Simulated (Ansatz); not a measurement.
Crystal: CuO.

```
Cu O
1.0
     2.55255    0.00000    0.00000
     0.00000    2.55255    0.00000
     0.00000    0.00000    2.55255
Cu O
1 1
Direct
  0.00000 0.00000 0.00000
  0.50000 0.50000 0.50000
```

Measurements of this composition are mostly on another form, of space group No. 15.

| Item | Value |
| --- | --- |
| Program | Ansatz 0.2.0 |
| Task | relaxation of cell and atoms |
| Functional | PBE |
| Potentials or basis | Ansatz PAW |
| Cutoff | 420 eV (not typed: the program's choice for these potentials) |
| k mesh | 10 × 10 × 10 |
| Occupations | fermi-dirac, width 0.05 eV |
| Spin | no spin polarisation |
| Hubbard terms | Cu d U = 1 eV |

At the start: volume 8.32 Å³/atom.

Question: How do energy, volume and symmetry change on relaxing?

Answer: It ends after 8 steps and the volume is 9.18 Å³/atom (+10.5 %); space group Pm-3m (No. 221, to 0.05 Å).

The path:
| step | energy change (eV) | largest force (eV/Å) | volume (Å³) |
| --- | --- | --- | --- |
| 1 | 0.0000 | 0.0000 | 16.63 |
| 2 | -0.0692 | 0.0000 | 17.38 |
| 3 | -0.0928 | 0.0000 | 18.15 |
| 4 | -0.0927 | 0.0000 | 18.28 |
| 5 | -0.1049 | 0.0000 | 18.28 |
| 6 | -0.1048 | 0.0000 | 18.36 |
| 7 | -0.1047 | 0.0000 | 18.37 |
| 8 | -0.1051 | 0.0000 | 18.37 |

Final structure:
```
Cu O
1.0
     2.63856    0.00000    0.00000
     0.00000    2.63856    0.00000
     0.00000    0.00000    2.63856
Cu O
1 1
Direct
  0.00000 0.00000 0.00000
  0.50000 0.50000 0.50000
```

Caveat: the plane-wave basis is chosen anew once the cell has moved, so the energies of steps on either side of that aren't comparable; the pressure holds a Pulay correction of +0.7 GPa for the finite cutoff; an odd number of electrons without spin polarisation forces a metal; a magnetic or distorted state may lie lower; the run has no spin polarisation, though such a crystal can be magnetic; U without spin polarisation on a metal has little footing.
